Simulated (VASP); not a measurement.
Output of a VASP run:

File OSZICAR:
```
       N       E                     dE             d eps       ncg     rms          rms(c)
DAV:   1     0.376934689625E+02    0.37693E+02   -0.35252E+03   522   0.951E+02
DAV:   2    -0.422471392529E+01   -0.41918E+02   -0.40504E+02   703   0.140E+02
DAV:   3    -0.609988967047E+01   -0.18752E+01   -0.18734E+01   676   0.336E+01
DAV:   4    -0.616666155221E+01   -0.66772E-01   -0.66717E-01   817   0.633E+00
DAV:   5    -0.616735376093E+01   -0.69221E-03   -0.69220E-03   674   0.644E-01    0.211E+00
DAV:   6    -0.615365055820E+01    0.13703E-01   -0.20295E-02   742   0.839E-01    0.134E+00
DAV:   7    -0.615395786233E+01   -0.30730E-03   -0.22923E-02   739   0.949E-01    0.274E-01
DAV:   8    -0.615421908230E+01   -0.26122E-03   -0.22501E-03   575   0.362E-01    0.495E-02
DAV:   9    -0.615422840306E+01   -0.93208E-05   -0.67318E-05   702   0.736E-02    0.326E-02
DAV:  10    -0.615422643350E+01    0.19696E-05   -0.14031E-05   615   0.271E-02    0.188E-02
DAV:  11    -0.615423035444E+01   -0.39209E-05   -0.40422E-06   585   0.165E-02    0.253E-03
DAV:  12    -0.615423121737E+01   -0.86294E-06   -0.13985E-07   651   0.317E-03    0.311E-03
DAV:  13    -0.615423081591E+01    0.40146E-06   -0.40226E-08   357   0.184E-03    0.322E-04
DAV:  14    -0.615423081973E+01   -0.38219E-08   -0.44910E-09   320   0.686E-04
   1 F= -.61542308E+01 E0= -.61542308E+01  d E =-.109199E-23
```

File OUTCAR:
```
------------------------ aborting loop because EDIFF is reached ----------------------------------------
  FORCE on cell =-STRESS in cart. coord.  units (eV):
  Direction    XX          YY          ZZ          XY          YZ          ZX
  --------------------------------------------------------------------------------------
  Total       -0.2072549     -0.2072549     -0.2072549      0.0000000      0.0000000     -0.0000000
  in kB       -6.2700643     -6.2700643     -6.2700643      0.0000000      0.0000000     -0.0000000
  external PRESSURE =      -6.2700643 kB  Pullay stress =       0.0000000 kB
  volume of cell :       52.96
      direct lattice vectors                 reciprocal lattice vectors
     0.000000000  2.980605364  2.980605364    -0.167751158  0.167751158  0.167751158
     2.980605364  0.000000000  2.980605364     0.167751158 -0.167751158  0.167751158
     2.980605364  2.980605364  0.000000000     0.167751158  0.167751158 -0.167751158
 POSITION                                       TOTAL-FORCE (eV/Angst)
 -----------------------------------------------------------------------------------
      0.00000      0.00000      0.00000         0.000000      0.000000      0.000000
      2.98061      2.98061      2.98061        -0.000000     -0.000000     -0.000000
 -----------------------------------------------------------------------------------
    total drift:                                0.000000     -0.000000      0.000000
  FREE ENERGIE OF THE ION-ELECTRON SYSTEM (eV)
  ---------------------------------------------------
  free  energy   TOTEN  =        -6.1542308197 eV

  energy  without entropy=       -6.1542308197  energy(sigma->0) =       -6.15423082
```
(Selected blocks of OUTCAR.)

POSCAR:
```
LiI
1
    0.0000000000     2.9806053636     2.9806053636
    2.9806053636     0.0000000000     2.9806053636
    2.9806053636     2.9806053636     0.0000000000
Li I
1 1
Direct
  0.0000000000   0.0000000000   0.0000000000
  0.5000000000   0.5000000000   0.5000000000
```

Task: Write an INCAR and KPOINTS that could have produced this output.

Result: One answer among several that fit: the input of the run itself, PBEsol GGA, plane waves, VASP's PBE PAW potentials (set 64).

**KPOINTS**
```
Automatic
0
Gamma
 8 8 8
```

INCAR:
```
SYSTEM = LiI
PREC = Accurate
ENCUT = 520
EDIFF = 1E-7
NELM = 100
ALGO = Normal
LREAL = .FALSE.
LASPH = .TRUE.
ISMEAR = 0
SIGMA = 0.05
GGA = PS
LMAXMIX = 4
LWAVE = .FALSE.
LCHARG = .FALSE.
ISIF = 2
```

POTCAR, in this order: Li_sv I (PBE.64 set). Program: vasp_std.

The compound is LiI in the rock salt structure. This cell is one point of a volume scan, at 1.03 of the reference volume.
